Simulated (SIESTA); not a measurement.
Crystal: Si2W.

```
W Si
1.0
    -1.60690    1.60690    3.91495
     1.60690   -1.60690    3.91495
     1.60690    1.60690   -3.91495
W Si
1 2
Direct
  0.00000 0.00000 0.00000
  0.66530 0.66530 0.00000
  0.33470 0.33470 0.00000
```

Base run:

```yaml
Program: SIESTA 5.4.2
Functional: PBEsol
Potentials_or_basis: PseudoDojo 0.4 standard (PBEsol files)
Basis: DZP (energy shift 0.003 Ry; two zetas on semicore shells)
Grid_cutoff: 800 Ry
Energy_shift: 0.003 Ry
k_mesh: 9 × 9 × 9
Occupations: fermi-dirac, width 0.05 eV
Spin: no spin polarisation
```

Its results: band gap on the k mesh none (metal or under the smearing width); pressure -0.7 GPa; largest force 0.079 eV/Å.

Task: The run is repeated on the same cell with these changes: basis from DZP (energy shift 0.003 Ry; two zetas on semicore shells) to TZP (energy shift 0.003 Ry; two zetas on semicore shells). What comes out?

Result: Band gap on the k mesh none (metal or under the smearing width); pressure -1.6 GPa; largest force 0.016 eV/Å.

Caveats: short orbitals over semicore shells can move pressures by several GPa; the basis of atomic orbitals isn't converged, which shifts pressures, moduli and gaps; spin-orbit coupling is left out, which moves the levels of the heavy elements (some runs).
